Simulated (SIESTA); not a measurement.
The system is Ni.

```
CELL_PARAMETERS angstrom
0.00000 1.73757 1.73757
1.73757 0.00000 1.73757
1.73757 1.73757 0.00000
ATOMIC_POSITIONS crystal
Ni 0.00000 0.00000 0.00000
```

Base run:

* Program: SIESTA 5.4.2
* Functional: PBE
* Potentials or basis: PseudoDojo 0.4 standard (PBE files)
* Basis: DZP (energy shift 0.003 Ry; two zetas on semicore shells)
* Grid cutoff: 800 Ry
* Energy shift: 0.003 Ry
* k mesh: 13 × 13 × 13
* Occupations: fermi-dirac, width 0.05 eV
* Spin: collinear spin, ferromagnetic start
* Starting moments: [1.0] μB

Its results: band gap on the k mesh none (metal or under the smearing width); pressure 8.4 GPa; net moment 0.63 μB per cell; site moments Ni +0.63 μB.

Question: The run is repeated on the same cell with these changes: functional from PBE to RPBE. What comes out?

Answer: Band gap on the k mesh none (metal or under the smearing width); pressure 14.4 GPa; net moment 0.64 μB per cell; site moments Ni +0.64 μB.

RPBE binds less tightly than PBE, so the same cell stands under more pressure.

Caveats: short orbitals over semicore shells can move pressures by several GPa; the basis of atomic orbitals isn't converged, which shifts pressures, moduli and gaps; the potentials were made for another functional, which shifts forces and pressure (some runs).
